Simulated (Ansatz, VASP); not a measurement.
**Two plane-wave programs on LiF**

```xyz
2
Lattice="0.0000 1.9634 1.9634 1.9634 0.0000 1.9634 1.9634 1.9634 0.0000" Properties=species:S:1:pos:R:3 pbc="T T T"
Li    0.0000    0.0000    0.0000
F     1.9634    1.9634    1.9634
```

Alike in both runs: task single point; functional PBEsol; dispersion D3(BJ); k mesh 10 × 10 × 10; occupations gaussian, width 0.05 eV; no spin polarisation.

|  | VASP | Ansatz |
| --- | --- | --- |
| version | VASP 6.6.1 | Ansatz 0.2.0 |
| potentials or method | VASP PAW PBE potentials, release 64 (Li_sv, F) | scalar-relativistic, plane waves, PAW |
| plane-wave cutoff (eV) | 520 | 420 |
| valence electrons in the cell | 10 | 10 |

```tsv
	VASP	Ansatz	Ansatz less VASP
gap on the k mesh at the Fermi level (eV)	9.62	9.62	-0.002
least direct gap on the mesh (eV)	9.62	9.62	-0.002
dispersion energy (meV/atom)	-156.1	-156.1	-0.04
```

 PBEsol gaps usually lie below the measured ones, often by a third to a half. A k mesh can miss the band edges.
